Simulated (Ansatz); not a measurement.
# Ir: a line through an energy map

One line of a two-coordinate grid on Ir (Fm-3m, No. 225; 2 atoms in the cell): amplitude of mode 4 (142 cm⁻¹) is varied, at amplitude of mode 6 (179 cm⁻¹) = −0.023 Å.

Computed with Ansatz 0.2.0 (DFT PBE, scalar-relativistic, plane waves, PAW, unless a step's input says otherwise).

8 further runs of the same task are left out: 8 set aside as unsound or not needed.

### Step 1. The structure to begin with

Symmetry: Fm-3m, No. 225, cubic system. The conventional cell has a = 3.870 Å, b = 3.870 Å, c = 3.870 Å, α = 90.00°, β = 90.00°, γ = 90.00°. Ir (site symmetry m-3m) is surrounded by 12 Ir at 2.74 Å.

Coordinates:

```cif
data_structure
_symmetry_space_group_name_H-M 'Fm-3m'
_symmetry_Int_Tables_number 225
_cell_length_a 3.8704
_cell_length_b 3.8704
_cell_length_c 3.8704
_cell_angle_alpha 90.000
_cell_angle_beta 90.000
_cell_angle_gamma 90.000
_cell_volume 57.98
loop_
_atom_site_label
_atom_site_type_symbol
_atom_site_symmetry_multiplicity
_atom_site_Wyckoff_symbol
_atom_site_fract_x
_atom_site_fract_y
_atom_site_fract_z
_atom_site_occupancy
Ir1 Ir 4 a 0.00000 0.00000 0.00000 1
```

It is the result of an earlier relaxation at this level (volume 14.49 Å³/atom; gap on the mesh: none (metal)).

### Step 2. What is varied

The energy is mapped over two normal modes frozen in (zone-centre modes of the cell shown, which folds in the wave vector (0, 1/2, 1/2) of the primitive cell).

- amplitude of mode 4 (142 cm⁻¹), largest displacement: 11 values from −0.103 to 0.103 Å
- amplitude of mode 6 (179 cm⁻¹), largest displacement: 11 values from −0.115 to 0.115 Å

Nothing else is relaxed (the cell and all other modes fixed). Energies count from the relaxed high-symmetry cell. Points are written as (first, second).

The modes come from a phonon run on the reference cell, made beforehand.

The patterns, per unit of each coordinate (Å):

```
atom     x1      y1     z1      x2     y2     z2
 Ir1  0.000   1.000  0.000   1.000  0.000  0.000
 Ir2  0.000  -1.000  0.000  -1.000  0.000  0.000
```

### Step 3. Point (−0.082 Å, −0.023 Å)

Input file input.yaml:

```yaml
crystal:
  lattice:
    - [0.0, -1.9351816027, -1.9351816027]
    - [0.0, 1.9351816027, -1.9351816027]
    - [3.8703632054, 0.0, 0.0]
  atoms:
    - { symbol: Ir, position: [0.5212899916, 0.4787100084, 0.4940574053] }
    - { symbol: Ir, position: [-0.0212899916, 0.0212899916, 0.0059425947] }
basis:
  ecutwfc: 420
kpoints:
  mp_grid: { grid: [16, 16, 12] }
hamiltonian:
  xc: pbe
  pseudopotentials: { kind: paw, azcp: { folder: soft_1 } }
scf:
  occupations: { method: gaussian, width: 0.15 }
output:
  forces: true
  stress: true
  eigenvalues: true
```

The run is started by

```sh
$ ansatz run input.yaml --threads 2 --pin off --max-ram 4096MiB --backend cpu --events-out ev --progress --plain --runs-dir out
```

The session goes on with these runs: the other points of the line.

Q: Predict the outcome of this session. Wanted: for each run, amplitude of mode 4; energy; slope; pressure; largest force on an atom.

The runs gave:

| amplitude of mode 4 (142 cm⁻¹), largest displacement (Å) | step | energy (meV) | slope (meV per Å) | pressure (GPa) | largest force on an atom (eV/Å) |
| --- | --- | --- | --- | --- | --- |
| −0.103 | – | 165 | −3034 | 4.14 | 1.63 |
| −0.082 | 3 | 110 | −2376 | 2.83 | 1.32 |
| −0.062 | 4 | 67 | −1775 | 1.81 | 1.04 |
| −0.041 | 5 | 36 | −1186 | 1.08 | 0.80 |
| −0.021 | 6 | 18 | −591 | 0.64 | 0.61 |
| 0.000 | 7 | 12 | 0 | 0.49 | 0.53 |
| 0.021 | – | 18 | 591 | 0.64 | 0.61 |
| 0.041 | – | 36 | 1186 | 1.08 | 0.80 |
| 0.062 | – | 67 | 1775 | 1.81 | 1.04 |
| 0.082 | – | 110 | 2376 | 2.83 | 1.32 |
| 0.103 | – | 165 | 3034 | 4.14 | 1.63 |

Energies count from the relaxed high-symmetry cell. Rows without a step come from runs not printed here or follow by symmetry. Slopes come from the forces (and the stress, where the cell changes), not from differences of energies.

Along the line the energy is lowest at 0.000 Å, 12 meV from the zero. A fit to energies and slopes at the lowest point and its two neighbours puts the minimum at 0.0000 Å, with a curvature of about 29000 meV per Å². The highest point computed, at −0.103 Å, lies 153 meV above the lowest. This is one cut through a surface in two coordinates; the map's lowest point lies off it. Spin-orbit coupling is left out for Ir.
